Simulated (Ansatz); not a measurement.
The system is TiC.

```
Ti C
1.0
     3.04209    0.00000    0.00000
    -1.52104    2.63452    0.00000
     0.00000    0.00000    2.69797
Ti C
1 1
Cartesian
  0.0000 0.0000 1.3490
  0.0000 1.7564 0.0000
```

The cell was built by a generator and needn't be a form met in nature.

| Quantity | Value |
| --- | --- |
| Program | Ansatz 0.2.0 |
| Task | relaxation of cell and atoms |
| Functional | LDA |
| Potentials or basis | Ansatz PAW |
| Cutoff | 420 eV (not typed: the program's choice for these potentials) |
| k mesh | 10 × 10 × 10 |
| Occupations | fermi-dirac, width 0.05 eV |
| Spin | no spin polarisation |

At the start: volume 10.81 Å³/atom.

How do energy, volume and symmetry change on relaxing?

It ends after 7 steps and the volume is 10.26 Å³/atom (-5.1 %); space group P-6m2 (No. 187, to 0.05 Å).

Step by step:
```
step  energy change (eV)  largest force (eV/Å)  volume (Å³)
   1              0.0000                0.0000        21.62
   2             -0.0423                0.0000        20.59
   3             -0.0427                0.0000        20.53
   4             -0.0427                0.0000        20.53
   5             -0.0409                0.0000        20.53
   6             -0.0409                0.0000        20.52
   7             -0.0409                0.0000        20.52
```

Final structure:
```xyz
2
Lattice="2.9846 0.0000 0.0000 -1.4923 2.5848 0.0000 0.0000 0.0000 2.6597" Properties=species:S:1:pos:R:3 pbc="T T T"
Ti    0.0000    0.0000    1.3298
C     0.0000    1.7232    0.0000
```

Caveat: the plane-wave basis is chosen anew once the cell has moved, so the energies of steps on either side of that aren't comparable; the pressure holds a Pulay correction of +0.3 GPa for the finite cutoff; the PAW data sets come from PBE, with cores solved anew for the run's functional, which leaves a small shift of forces and pressure.
